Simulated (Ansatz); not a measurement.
# KCl: the cost of one run

Computed with Ansatz 0.2.0 (DFT PBEsol, scalar-relativistic, plane waves, PAW, unless a step's input says otherwise).

### Step 1. Starting point

The structure is cubic, space group Fm-3m (No. 225). Conventional cell: a = 6.312 Å, b = 6.312 Å, c = 6.312 Å, α = 90.00°, β = 90.00°, γ = 90.00°. K (site symmetry m-3m) is surrounded by 6 Cl at 3.16 Å. Around Cl (site symmetry m-3m) lie 6 K at 3.16 Å.

Coordinates:

```cif
data_structure
_symmetry_space_group_name_H-M 'Fm-3m'
_symmetry_Int_Tables_number 225
_cell_length_a 6.3122
_cell_length_b 6.3122
_cell_length_c 6.3122
_cell_angle_alpha 90.000
_cell_angle_beta 90.000
_cell_angle_gamma 90.000
_cell_volume 251.50
loop_
_atom_site_label
_atom_site_type_symbol
_atom_site_symmetry_multiplicity
_atom_site_Wyckoff_symbol
_atom_site_fract_x
_atom_site_fract_y
_atom_site_fract_z
_atom_site_occupancy
K1 K 4 a 0.00000 0.00000 0.00000 1
Cl1 Cl 4 b 0.50000 0.00000 0.00000 1
```

The cell is taken as given, not relaxed at this level.

### Step 2. The reference cell

Reference values: F = -2580.7375 eV; pressure -0.56 GPa; largest force 0.000 eV/Å; gap on the mesh 5.00 eV. It was computed beforehand with the settings of the runs below.

### Step 3. Next: a strain scan

The cell is strained by ε times the Voigt pattern (1, -1, 0, 0, 0, 0) (xx, yy, zz, yz, xz, xy; engineering shear), with fractional coordinates fixed (clamped ions). The stress on the pattern is the sum of the stress components weighted by it, tension positive.

### Step 4. At ε = -0.0600

File input.yaml:

```yaml
crystal:
  lattice:
    - [0.0, 3.345466, 3.1561]
    - [2.966734, 0.0, 3.1561]
    - [2.966734, 3.345466, 0.0]
  atoms:
    - { symbol: K, position: [0.0, 0.0, 0.0] }
    - { symbol: Cl, position: [0.5, 0.5, 0.5] }
basis:
  ecutwfc: 420
kpoints:
  mp_grid: { grid: [6, 6, 6] }
hamiltonian:
  xc: pbesol
scf:
  occupations: { method: gaussian, width: 0.05 }
output:
  forces: true
  stress: true
  eigenvalues: true
```

**Question.** How long does this run take on 1 thread of an Arm CPU, shared host, and how much memory does it need?

About 3.6 s, with a peak of 0.31 GiB.
